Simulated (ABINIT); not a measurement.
BaTiO3:

```
Ba Ti O
1.0
     3.99980    0.00000    0.00000
     0.00000    3.99980    0.00000
     0.00000    0.00000    4.01800
Ba Ti O
1 1 3
Direct
  0.00000 0.00000 0.00000
  0.50000 0.50000 0.49000
  0.00000 0.50000 0.51700
  0.50000 0.00000 0.51700
  0.50000 0.50000 0.01900
```

Base run:

| Property | Result |
| --- | --- |
| Program | ABINIT 10.8.3 (patched build) |
| Functional | PBE |
| Potentials or basis | JTH PAW PBE v2.0 |
| Cutoff | 626 eV |
| k mesh | 4 × 4 × 4 |
| Occupations | fermi-dirac, width 0.05 eV |
| Spin | no spin polarisation |

Its results: band gap on the k mesh 1.78 eV, indirect (least direct gap 2.07 eV); pressure 3.6 GPa; largest force 0.322 eV/Å.

Q: The run is repeated on the same cell with these changes: functional from PBE to PBEsol. What comes out?

A: Band gap on the k mesh 1.73 eV, indirect (least direct gap 2.02 eV); pressure -2.5 GPa; largest force 0.351 eV/Å.

PBEsol binds more tightly than PBE, so the same cell stands under less pressure.

Caveats: this set's barium file shifts pressures by 1.5 GPa and gaps by 0.1 eV against other sets; spin-orbit coupling is left out, which moves the levels of the heavy elements; the atomic spheres overlap; the PAW data sets were made with another functional, which shifts forces and pressure a little (some runs).

A k mesh can miss the band edges.
